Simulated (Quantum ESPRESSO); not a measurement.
Input of a Quantum ESPRESSO 7.5 run:

Contents of run.py:

```python
import numpy as np
from ase.calculators.espresso import Espresso, EspressoProfile
from ase.io import read

atoms = read('C.cif')

input_data = {
    'control': {'calculation': 'scf', 'prefix': 'pwscf', 'outdir': './tmp', 'tprnfor': True, 'tstress': True, 'disk_io': 'low'},
    'system': {'ecutwfc': 82.0, 'nbnd': 24, 'input_dft': 'XC-000I-000I-120L-135L-000I-000I', 'occupations': 'smearing', 'smearing': 'fd', 'degauss': 0.00367493},
    'electrons': {'conv_thr': 1.6e-09, 'electron_maxstep': 120, 'mixing_beta': 0.5},
}
pseudopotentials = {'C': 'C.upf'}
profile = EspressoProfile(command='pw.x', pseudo_dir='pseudo')
dft = Espresso(profile=profile, input_data=input_data, pseudopotentials=pseudopotentials, kpts=(12, 12, 4), koffset=(0, 0, 0))
from ase.calculators.mixing import SumCalculator
from dftd4.ase import DFTD4
d4 = DFTD4(method='am05')
atoms.calc = SumCalculator([dft, d4])

from ase.optimize import FIRE
from ase.filters import FrechetCellFilter
done = FIRE(FrechetCellFilter(atoms), trajectory='opt.traj').run(fmax=0.02, steps=30)
print('converged', done)
print('cell (A)', np.round(atoms.cell.cellpar(), 5))
print(f'energy {atoms.get_potential_energy():.8f} eV')
print('forces (eV/A)')
print(np.round(atoms.get_forces(), 6))
print('stress (eV/A^3, Voigt)')
print(np.round(atoms.get_stress(), 8))
print(f'Fermi level {dft.get_fermi_level():.4f} eV')
print(f'D4 part {d4.get_potential_energy(atoms):.8f} eV')
atoms.write('final.traj')
```

Contents of C.cif:

```cif
data_C
_cell_length_a 2.52210000
_cell_length_b 2.52210000
_cell_length_c 8.23710000
_cell_angle_alpha 90.00000000
_cell_angle_beta 90.00000000
_cell_angle_gamma 120.00000000
_space_group_name_H-M_alt 'P1'
_space_group_name_Hall 'P 1'
_space_group_IT_number 1
loop_
_space_group_symop_operation_xyz
'x,y,z'
loop_
_atom_site_label
_atom_site_type_symbol
_atom_site_symmetry_multiplicity
_atom_site_Wyckoff_symbol
_atom_site_fract_x
_atom_site_fract_y
_atom_site_fract_z
_atom_site_occupancy
C1 C 1 a 0.6666666667 0.3333333333 0.8437500000 1
C2 C 1 a 0.3333333333 0.6666666667 0.3437500000 1
C3 C 1 a 0.6666666667 0.3333333333 0.6562500000 1
C4 C 1 a 0.3333333333 0.6666666667 0.1562500000 1
C5 C 1 a 0.0000000000 0.0000000000 0.9062500000 1
C6 C 1 a 0.0000000000 0.0000000000 0.4062500000 1
C7 C 1 a 0.0000000000 0.0000000000 0.5937500000 1
C8 C 1 a 0.0000000000 0.0000000000 0.0937500000 1
```

Potentials or basis: PseudoDojo 0.4.1 SR PBE standard.

The run is started by

```bash
$ OMP_NUM_THREADS=1 python run.py
```

Q: What does it give for the relaxed volume?

A: 5.57 Å³/atom.

Q: Estimate the space group after relaxing (to 0.05 Å).

A: P6_3/mmc (No. 194).

Forces in eV/Å, atoms in the order of the input:
```
C    0.000  0.000 -0.003
C    0.000  0.000 -0.003
C    0.000  0.000  0.003
C    0.000  0.000  0.003
C    0.000  0.000 -0.013
C    0.000  0.000 -0.013
C    0.000  0.000  0.013
C    0.000  0.000  0.013
```

Caveat: the potentials were made for another functional, which shifts forces and pressure.
